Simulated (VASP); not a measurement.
# CdTe (F-43m) in VASP: a series of runs, part 2 of 3

VASP 6.6.1. Earlier steps stand in the parts before.

## (3) Band structure, r2SCAN

INCAR reads:

```
SYSTEM = CdTe
  ALGO = Normal
  EDIFF = 1E-7
  ENCUT = 520
  ISIF = 2
  ISMEAR = 0
  LASPH = .TRUE.
  LCHARG = .FALSE.
  LMIXTAU = .TRUE.
  LREAL = .FALSE.
  LWAVE = .FALSE.
  METAGGA = R2SCAN
  NELM = 100
  PREC = Accurate
  SIGMA = 0.02
```

KPOINTS reads:

```
k-points
0
G
  10 10 10
  0 0 0
```

POSCAR reads:

```
CdTe
1.0
    0.0000000000      3.2476700000      3.2476700000
    3.2476700000      0.0000000000      3.2476700000
    3.2476700000      3.2476700000      0.0000000000
Cd Te
1 1
Direct
    0.0000000000      0.0000000000      0.0000000000
    0.7500000000      0.7500000000      0.7500000000
```

KPOINTS_OPT reads:

```
path GXWKGLUWLK,UX
20
line-mode
reciprocal
 0.0000000000  0.0000000000  0.0000000000  G
 0.5000000000  0.0000000000  0.5000000000  X

 0.5000000000  0.0000000000  0.5000000000  X
 0.5000000000  0.2500000000  0.7500000000  W

 0.5000000000  0.2500000000  0.7500000000  W
 0.3750000000  0.3750000000  0.7500000000  K

 0.3750000000  0.3750000000  0.7500000000  K
 0.0000000000  0.0000000000  0.0000000000  G

 0.0000000000  0.0000000000  0.0000000000  G
 0.5000000000  0.5000000000  0.5000000000  L

 0.5000000000  0.5000000000  0.5000000000  L
 0.6250000000  0.2500000000  0.6250000000  U

 0.6250000000  0.2500000000  0.6250000000  U
 0.5000000000  0.2500000000  0.7500000000  W

 0.5000000000  0.2500000000  0.7500000000  W
 0.5000000000  0.5000000000  0.5000000000  L

 0.5000000000  0.5000000000  0.5000000000  L
 0.3750000000  0.3750000000  0.7500000000  K

 0.6250000000  0.2500000000  0.6250000000  U
 0.5000000000  0.0000000000  0.5000000000  X
```

Potentials or basis: VASP PAW PBE potentials, release 64 (Cd, Te).

Run with:

```
cat potpaw_PBE.64/Cd/POTCAR potpaw_PBE.64/Te/POTCAR > POTCAR
mpirun -np 1 vasp_std > vasp.out
```

OUTCAR:

```text
SYSTEM = CdTe
   EDIFF = 1E-7
   ENCUT = 520
   ISIF = 2
   ISMEAR = 0
   LASPH = .TRUE.
   LREAL = .FALSE.
   METAGGA = R2SCAN
   NELM = 100
   PREC = Accurate

 ion  position               nearest neighbor table
   1  0.000  0.000  0.000-   2 2.81   2 2.81   2 2.81   2 2.81
   2  0.750  0.750  0.750-   1 2.81   1 2.81   1 2.81   1 2.81

  LATTYP: Found a face centered cubic cell.
 ALAT       =     6.4953400000

  Lattice vectors:

 A1 = (   0.0000000000,   3.2476700000,   3.2476700000)
 A2 = (   3.2476700000,   0.0000000000,   3.2476700000)
 A3 = (   3.2476700000,   3.2476700000,   0.0000000000)

Analysis of symmetry for initial positions (statically):
=====================================================================
 Subroutine PRICEL returns:
 Original cell was already a primitive cell.

 Routine SETGRP: Setting up the symmetry group for a
 face centered cubic supercell.

 Subroutine GETGRP returns: Found 24 space group operations
 (whereof 24 operations were pure point group operations)
 out of a pool of 48 trial point group operations.

The static configuration has the point symmetry T_d .

Analysis of symmetry for dynamics (positions and initial velocities):
=====================================================================
 Subroutine PRICEL returns:
 Original cell was already a primitive cell.

 Routine SETGRP: Setting up the symmetry group for a
 face centered cubic supercell.

 Subroutine GETGRP returns: Found 24 space group operations
 (whereof 24 operations were pure point group operations)
 out of a pool of 48 trial point group operations.

The dynamic configuration has the point symmetry T_d .

 Subroutine INISYM returns: Found 24 space group operations
 (whereof 24 operations are pure point group operations),
 and found     1 'primitive' translations

----------------------------------------------------------------------------------------

                                     Primitive cell

  volume of cell :      68.5087
[... 114 lines left out ...]
   METAGGA = R2SCAN    functional components
   LHFCALC =     F    Hartree Fock is set to
   AEXX    =    0.0000 exact exchange contribution
   IVDW    =     0    specifies the selected vdW correction
   LEPSILON=     F    determine dielectric tensor
   LRPA    =     F    only Hartree local field effects (RPA)
 non-spin polarized calculation
 Gauss-broadening in eV      SIGMA  =   0.02
  energy-cutoff  :      520.00
  volume of cell :       68.51
 maximum number of plane-waves:      1863
 NGX is ok and might be reduce to    36
   NGX = 17   NGY = 17   NGZ = 17

 number of electron      17.9999998 magnetization

 Free energy of the ion-electron system (eV)
  ---------------------------------------------------
  ext. energy  EPLUGINS =         0.00000000
  ---------------------------------------------------
  free energy    TOTEN  =       -46.63683886 eV

  energy without entropy =      -46.63683886  energy(sigma->0) =      -46.63683886

 E-fermi :   2.1287     XC(G=0):  -9.0736

 val. band max:        2.0399646474   @ k =   0.0000   0.0000   0.0000
 cond. band min:       3.2912756002   @ k =   0.0000   0.0000   0.0000
 fundamental gap:      1.2513109528
 Fermi energy:         2.1287037639

 k-point     1 :       0.0000    0.0000    0.0000
  band No.  band energies     occupation
      1      -9.4492      2.00000
      2      -6.4979      2.00000
      3      -6.4979      2.00000
      4      -6.4979      2.00000
      5      -6.2182      2.00000
      6      -6.2182      2.00000
      7       2.0400      2.00000
      8       2.0400      2.00000
      9       2.0400      2.00000
     10       3.2913      0.00000
     11       7.0750      0.00000
     12       7.0750      0.00000
     13       7.0750      0.00000
[... 354 lines left out ...]
  band No.  band energies     occupation
      1      -9.0221      2.00000
      2      -6.3771      2.00000
      3      -6.3691      2.00000
      4      -6.2971      2.00000
      5      -6.1945      2.00000
      6      -5.9436      2.00000
      7      -1.6260      2.00000
      8       0.3256      2.00000
      9       0.5023      2.00000
     10       5.2192      0.00000
     11       5.7178      0.00000
     12       9.2606      0.00000
     13      10.0058      0.00000

 [... further k-points ...]
[... 5 lines left out ...]
  --------------------------------------------------------------------------------------
  -------------------------------------------------------------------------------------
  Total        0.5753871      0.5753871      0.5753871      0.0000000      0.0000000      0.0000000
  in kB       13.4562793     13.4562793     13.4562793      0.0000000      0.0000000      0.0000000
  external PRESSURE =      13.4562793 kB  Pullay stress =       0.0000000 kB

 VOLUME and BASIS-vectors are now :
 -----------------------------------------------------------------------------
  energy-cutoff  :      520.00
  volume of cell :       68.51
      direct lattice vectors                 reciprocal lattice vectors
     0.000000000  3.247670000  3.247670000    -0.153956529  0.153956529  0.153956529
     3.247670000  0.000000000  3.247670000     0.153956529 -0.153956529  0.153956529
     3.247670000  3.247670000  0.000000000     0.153956529  0.153956529 -0.153956529

 POSITION                                       TOTAL-FORCE (eV/Angst)
 -----------------------------------------------------------------------------------
      0.00000      0.00000      0.00000        -0.000000     -0.000000     -0.000000
      4.87150      4.87150      4.87150         0.000000      0.000000      0.000000
 -----------------------------------------------------------------------------------
    total drift:                                0.000001      0.000001      0.000001

  FREE ENERGIE OF THE ION-ELECTRON SYSTEM (eV)
  ---------------------------------------------------
  free  energy   TOTEN  =       -46.6368388578 eV

  energy  without entropy=      -46.6368388578  energy(sigma->0) =      -46.63683886
```

OSZICAR:

```text
N       E                     dE             d eps       ncg     rms          rms(c)
DAV:   1     0.603661545145E+02    0.60366E+02   -0.85430E+03  1230   0.122E+03
DAV:   2    -0.469116787161E+02   -0.10728E+03   -0.10305E+03  1352   0.282E+02
DAV:   3    -0.511690330352E+02   -0.42574E+01   -0.42466E+01  1492   0.597E+01
DAV:   4    -0.512037441811E+02   -0.34711E-01   -0.34706E-01  1668   0.492E+00
DAV:   5    -0.512039086957E+02   -0.16451E-03   -0.16451E-03  1442   0.276E-01    0.546E+00
DAV:   6    -0.468432660562E+02    0.43606E+01   -0.32517E+00  1237   0.272E+01    0.706E+00
DAV:   7    -0.466374823923E+02    0.20578E+00   -0.22078E-01  1222   0.628E+00    0.455E+00
DAV:   8    -0.467299400598E+02   -0.92458E-01   -0.19839E-01  1332   0.473E+00    0.100E+00
DAV:   9    -0.465642980684E+02    0.16564E+00   -0.23667E-01  1227   0.460E+00    0.531E-01
DAV:  10    -0.466193314679E+02   -0.55033E-01   -0.34414E-02  1222   0.174E+00    0.332E-01
[... 46 further cycles ...]
DAV:   8    -0.388670745572E+04   -0.29051E-06     1116
DAV:   9    -0.388670745574E+04   -0.15013E-07      891
       N       E                     dE             ncg
DAV:   1     0.184077385140E+05   -0.66375E+04      320
DAV:   2     0.171826632881E+05   -0.12251E+04      337
DAV:   3     0.171368947092E+05   -0.45769E+02      407
DAV:   4     0.171365410893E+05   -0.35362E+00      493
DAV:   5     0.171365405259E+05   -0.56335E-03      407
DAV:   6     0.171365405165E+05   -0.94482E-05      455
DAV:   7     0.171365405163E+05   -0.19836E-06      359
DAV:   8     0.171365405163E+05   -0.65702E-08      321
```

Wall time 4.9 min (1 thread of Intel Xeon Platinum 8488C (Sapphire Rapids), shared host); peak memory 0.26 GiB.

What came out:

```
Free energy             : -46.6368 eV
Pressure                : 1.3 GPa
Band gap on the k mesh  : 1.25 eV, direct
Band gap along the path : 1.25 eV, direct
```

Levels at the corners of the path, in eV from the valence-band top:
| point | band 7 | band 8 | band 9 | band 10 | band 11 | band 12 |
| --- | --- | --- | --- | --- | --- | --- |
| Γ | 0.00 | 0.00 | 0.00 | 1.25 | 5.04 | 5.04 |
| X | -4.32 | -1.89 | -1.89 | 2.89 | 2.99 | 9.43 |
| X | -4.32 | -1.89 | -1.89 | 2.89 | 2.99 | 9.43 |
| W | -4.18 | -2.36 | -2.22 | 4.65 | 4.95 | 6.09 |
| W | -4.18 | -2.36 | -2.22 | 4.65 | 4.95 | 6.09 |
| K | -4.21 | -2.59 | -1.56 | 3.22 | 4.87 | 7.82 |
| K | -4.21 | -2.59 | -1.56 | 3.22 | 4.87 | 7.82 |
| Γ | 0.00 | 0.00 | 0.00 | 1.25 | 5.04 | 5.04 |
| Γ | 0.00 | 0.00 | 0.00 | 1.25 | 5.04 | 5.04 |
| L | -4.46 | -0.78 | -0.78 | 2.23 | 5.59 | 5.59 |
| L | -4.46 | -0.78 | -0.78 | 2.23 | 5.59 | 5.59 |
| U | -4.21 | -2.59 | -1.56 | 3.22 | 4.87 | 7.82 |
| U | -4.21 | -2.59 | -1.56 | 3.22 | 4.87 | 7.82 |
| W | -4.18 | -2.36 | -2.22 | 4.65 | 4.95 | 6.09 |
| W | -4.18 | -2.36 | -2.22 | 4.65 | 4.95 | 6.09 |
| L | -4.46 | -0.78 | -0.78 | 2.23 | 5.59 | 5.59 |
| L | -4.46 | -0.78 | -0.78 | 2.23 | 5.59 | 5.59 |
| K | -4.21 | -2.59 | -1.56 | 3.22 | 4.87 | 7.82 |
| U | -4.21 | -2.59 | -1.56 | 3.22 | 4.87 | 7.82 |
| X | -4.32 | -1.89 | -1.89 | 2.89 | 2.99 | 9.43 |

Caveat: the PAW data sets were made with another functional, which shifts forces and pressure a little; spin-orbit coupling is left out, which moves the levels of the heavy elements.

(Continued in part 3 of 3.)
